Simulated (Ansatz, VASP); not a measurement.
# Cl: VASP beside Ansatz

Contents of INCAR:

```
SYSTEM = Cl
  PREC = Accurate
  ENCUT = 520
  EDIFF = 1E-7
  ISMEAR = -1
  SIGMA = 0.1
  LREAL = .False.
  LASPH = .True.
  NELM = 80
  ALGO = Normal
  ISIF = 2
  LWAVE = .False.
  LCHARG = .False.
  GGA = PE
  NBANDS = 10
```

The input KPOINTS:

```
Automatic mesh
0
Gamma
  17 17 17
  0 0 0
```

File POSCAR:

```
Cl
1.0
   -1.7544276415      1.7544276415      1.7544276415
    1.7544276415     -1.7544276415      1.7544276415
    1.7544276415      1.7544276415     -1.7544276415
Cl
1
Direct
    0.0000000000      0.0000000000      0.0000000000
```

Input for Ansatz:

```yaml
crystal:
  lattice:
    - [-1.7544276415, 1.7544276415, 1.7544276415]
    - [1.7544276415, -1.7544276415, 1.7544276415]
    - [1.7544276415, 1.7544276415, -1.7544276415]
  atoms:
    - { symbol: Cl, position: [0.0, 0.0, 0.0] }
kpoints:
  mp_grid: { grid: [17, 17, 17] }
scf:
  occupations: { method: fermi_dirac, width: 0.1 }
hamiltonian:
  xc: pbe
  pseudopotentials: { kind: all_electron, datasets: crystal }
output:
  forces: true
  stress: true
  eigenvalues: true
```

Change from the starting cell: volume scaled by 1, crystal datasets.

Alike in both runs: task single point; functional PBE; k mesh 17 × 17 × 17; occupations fermi-dirac, width 0.1 eV; no spin polarisation.

|  | VASP | Ansatz |
| --- | --- | --- |
| version | VASP 6.6.1 | Ansatz 0.2.0 |
| potentials or method | VASP PAW PBE potentials, release 64 (Cl) | all-electron PAW with datasets made for the crystal, scalar-relativistic |
| plane-wave cutoff (eV) | 520 | see its input |

```csv
,VASP,Ansatz,Ansatz less VASP
pressure (GPa),-0.1,0.0,+0.11
```

Ansatz ran all-electron here, so the differences hold the error of VASP's frozen core and of both bases.

Caveats: an odd number of electrons without spin polarisation forces a metal; a magnetic or distorted state may lie lower.
